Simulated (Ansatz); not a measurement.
PbS:

```xyz
2
Lattice="2.1127 1.2197 3.4519 -2.1127 1.2197 3.4519 0.0000 -2.4395 3.4519" Properties=species:S:1:pos:R:3 pbc="T T T"
Pb    0.0000    0.0000   10.1545
S     0.0000    0.0000    4.9193
```

The cell is a database's computed one.

```yaml
Program: Ansatz 0.2.0
Task: relaxation of cell and atoms
Functional: PBEsol
Dispersion: D4
Potentials_or_basis: Ansatz PAW
Cutoff: "420 eV (not typed: the program's choice for these potentials)"
k_mesh: 8 × 8 × 8
Occupations: fermi-dirac, width 0.05 eV
Spin: no spin polarisation
```

At the start: volume 26.69 Å³/atom.

Problem. Where does the relaxation end?

Solution. It ends after 6 steps and the volume is 25.14 Å³/atom (-5.8 %); space group Fm-3m (No. 225, to 0.05 Å).

The path:
```csv
step,energy change (eV),largest force (eV/Å),volume (Å³)
1,0.0000,0.0052,53.37
2,-0.0234,0.0457,48.80
3,-0.0326,0.0266,50.46
4,-0.0328,0.0243,50.32
5,-0.0333,0.0018,50.29
6,-0.0330,0.0018,50.29
```

Final structure:
```yaml
crystal:
  lattice:
    - [2.07149, 1.19597, 3.38314]
    - [-2.07149, 1.19597, 3.38314]
    - [0.00000, -2.39195, 3.38314]
  atoms:
    - { symbol: Pb, position: [0.97796, 0.97796, 0.97796] }
    - { symbol: S, position: [0.47764, 0.47764, 0.47764] }
```

Caveat: the plane-wave basis is chosen anew once the cell has moved, so the energies of steps on either side of that aren't comparable; the PAW data sets come from PBE, with cores solved anew for the run's functional, which leaves a small shift of forces and pressure.
